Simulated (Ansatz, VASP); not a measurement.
Two plane-wave programs on MgO

```
Mg O
1.0
     3.57637    0.00000    0.00000
    -1.78818    3.09723    0.00000
     0.00000    0.00000    3.99882
Mg O
2 2
Direct
  0.67876 0.35752 0.75000
  0.32124 0.64248 0.25000
  0.65776 0.31553 0.25000
  0.34224 0.68447 0.75000
```

Change from the starting cell: mode 5 frozen in at +0.073 Å, strain +e along z and -e/2 along x and y -0.0467.

Alike in both runs: task single point; functional PBEsol; k mesh 9 × 9 × 6; occupations gaussian, width 0.05 eV; no spin polarisation.

|  | VASP | Ansatz |
| --- | --- | --- |
| version | VASP 6.6.1 | Ansatz 0.2.0 |
| potentials or method | VASP PAW PBE potentials, release 64 (Mg, O) | scalar-relativistic, plane waves, PAW |
| plane-wave cutoff (eV) | 520 | 520 |
| valence electrons in the cell | 16 | 32 |

```csv
,VASP,Ansatz,Ansatz less VASP
gap on the k mesh at the Fermi level (eV),3.32,3.33,+0.008
least direct gap on the mesh (eV),3.32,3.33,+0.008
pressure (GPa),1.7,2.1,+0.39
largest component of the traceless stress (GPa),9.86,9.83,-0.034
rms of the force components (eV/Å),0.247,0.244,-0.0029
```

Atom by atom the forces differ by 0.003 eV/Å (rms over components). With one functional, cell and mesh, what is left measures potentials, basis and numerics. The two sets of potentials don't hold the same shells in valence. Ansatz warned: «pseudo_functional_mismatch».

Caveats: the PAW data sets were made with another functional, which shifts forces and pressure a little (VASP).
